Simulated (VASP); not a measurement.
A run of VASP 6.6.1 is set up as follows.

Contents of INCAR:

```
PREC     = Accurate       # precision mode
ENCUT    = 600            # plane-wave cutoff, eV
EDIFF    = 1E-6           # SCF threshold, eV
ISMEAR   = 0              # smearing method
SIGMA    = 0.02           # smearing width, eV
LREAL    = F              # projectors in reciprocal space
LASPH    = T              # aspherical terms in the spheres
NELM     = 100            # most SCF steps
ALGO     = Fast           # electronic algorithm
ISIF     = 3              # what is computed and relaxed
LWAVE    = F              # write WAVECAR
LCHARG   = F              # write CHGCAR
GGA      = PS             # functional
IBRION   = 2              # ionic algorithm
NSW      = 100            # ionic steps
EDIFFG   = -0.002         # ionic threshold
```

The input KPOINTS:

```
regular mesh
0
Gamma
  12 12 12
```

The input POSCAR:

```
Si
1.0
    0.0000000000      2.7155000000      2.7155000000
    2.7155000000      0.0000000000      2.7155000000
    2.7155000000      2.7155000000      0.0000000000
Si
2
Direct
    0.0000000000      0.0000000000      0.0000000000
    0.2500000000      0.2500000000      0.2500000000
```

Potentials or basis: VASP PAW PBE potentials, release 64 (Si).

Command:

```console
$ cat potpaw_PBE.64/Si/POTCAR > POTCAR
$ mpirun -np 1 vasp_std > vasp.out
```

Question: Estimate the space group after relaxing (to 0.05 Å).

Answer: Fd-3m (No. 227).

Question: Predict the relaxed cell.

Answer: a = 3.844 Å, b = 3.844 Å, c = 3.844 Å, α = 60.00°, β = 60.00°, γ = 60.00°.

Question: Predict the band gap on the k mesh.

Answer: 0.46 eV, indirect (least direct gap 2.52 eV).

Final structure:
```xyz
2
Lattice="0.0000 2.7178 2.7178 2.7178 0.0000 2.7178 2.7178 2.7178 0.0000" Properties=species:S:1:pos:R:3 pbc="T T T"
Si    0.0000    0.0000    0.0000
Si    1.3589    1.3589    1.3589
```

 As with any semilocal functional, this PBEsol gap is likely too small.
